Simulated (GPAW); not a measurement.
Input of a GPAW 26.7.0 run:

The input run.py:

```python
from ase import Atoms
from ase.eos import EquationOfState
from ase.io import Trajectory
from ase.units import GPa
from gpaw import GPAW, PW, setup_paths

setup_paths.insert(0, '.')

atoms = Atoms(['Zn', 'S'],
              cell=[[0.0, 2.702, 2.702],
                    [2.702, 0.0, 2.702],
                    [2.702, 2.702, 0.0]],
              scaled_positions=[[0.75, 0.75, 0.75],
                                [0.0, 0.0, 0.0]],
              pbc=True)

traj = Trajectory('eos.traj', 'w')
volumes, energies = [], []
for x in [0.94, 0.96, 0.98, 1.0, 1.02, 1.04, 1.06]:
    a = atoms.copy()
    a.set_cell(atoms.cell * x**(1 / 3), scale_atoms=True)
    calc = GPAW(mode=PW(600),
                xc='GGA_X_B88+GGA_C_P86',
                kpts={'size': (7, 7, 7), 'gamma': True},
                occupations={'name': 'fermi-dirac', 'width': 0.05},
                nbands=18,
                convergence={'density': 1e-05, 'energy': 1e-05},
                maxiter=150,
                txt=f'eos-{x:.2f}.txt')
    a.calc = calc
    energies.append(a.get_potential_energy(force_consistent=True))
    volumes.append(a.get_volume())
    p = -a.get_stress()[:3].mean() / GPa
    calc.write(f'eos-{x:.2f}.gpw')
    traj.write(a)
    print(f'{x:.2f} {volumes[-1]:10.4f} A^3 {energies[-1]:14.6f} eV {p:9.3f} GPa', flush=True)

v0, e0, B = EquationOfState(volumes, energies, eos='birchmurnaghan').fit()
print(f'V0 = {v0:.4f} A^3, E0 = {e0:.6f} eV, B0 = {B / GPa:.2f} GPa')
```

Potentials or basis: PAW data sets generated in the run's folder for this functional, pw.

Launch:

```sh
$ gpaw-setup -f GGA_X_B88+GGA_C_P86 S Zn
$ OMP_NUM_THREADS=1 python run.py
```

Problem. Estimate the equilibrium volume.

Solution. 20.17 Å³/atom.

Problem. Estimate the bulk modulus.

Solution. 70 GPa.

Energy against volume, from the lowest point:
```csv
volume (Å³/atom),energy (meV/atom)
18.543,33.15
18.938,18.31
19.332,8.14
19.727,2.17
20.121,0.00
20.516,1.22
20.910,5.49
```

**Experimental background.**

“Electronic, vibrational, and thermodynamic properties of ZnS (zincblende and rocksalt structure)”, 2009, arxiv:0911.5022 quotes, for a bulk crystal of ZnS: bulk modulus 76.9 GPa.

A measured bulk modulus of ZnS is 76.9 GPa (quoted in “Electronic, vibrational, and thermodynamic properties of ZnS (zincblende and rocksalt structure)”, 2009, arxiv:0911.5022); the calculated 70 GPa misses it by -9.6 %. The fit is for a static lattice scaled at fixed shape and fixed fractional positions.
